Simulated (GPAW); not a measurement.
Here is a GPAW 26.7.0 calculation.

run.py

```python
from ase import Atoms
from ase.dft.bandgap import bandgap
from ase.io import write
from ase.units import GPa
from gpaw import GPAW, PW, setup_paths

setup_paths.insert(0, '.')

atoms = Atoms(['Mg', 'B', 'B'],
              cell=[[3.085, 0.0, 0.0],
                    [-1.5425, 2.6716883707, 0.0],
                    [0.0, 0.0, 3.523]],
              scaled_positions=[[0.019588, -0.006413, -0.009805],
                                [0.664408, 0.32161, 0.49171],
                                [0.336374, 0.666392, 0.509255]],
              pbc=True)

calc = GPAW(mode=PW(800),
            xc='PBEsol',
            kpts={'size': (10, 10, 8), 'gamma': True},
            occupations={'name': 'fermi-dirac', 'width': 0.05},
            nbands=17,
            convergence={'density': 1e-05, 'energy': 1e-05},
            maxiter=150,
            txt='gpaw.txt')
atoms.calc = calc
energy = atoms.get_potential_energy()
forces = atoms.get_forces()
stress = atoms.get_stress()
calc.write('gs.gpw')
write('result.traj', atoms)
print(f'Energy: {energy:.6f} eV')
print('Forces (eV/A):')
print(forces.round(4))
print('Stress (GPa):', (stress / GPa).round(3))
print('Fermi level:', round(calc.get_fermi_level(), 4), 'eV')
print(f'Gap: {bandgap(calc)[0]:.4f} eV, direct: {bandgap(calc, direct=True)[0]:.4f} eV')
```

Potentials or basis: PAW data sets generated in the run's folder for this functional, pw.

Launch:

```sh
$ gpaw-setup -f PBEsol B Mg
$ OMP_NUM_THREADS=1 python run.py
```

(1) What does it give for the band gap on the k mesh?

(2) Predict the pressure.

Results:

(1) none (metal or under the smearing width).

(2) -2.8 GPa.
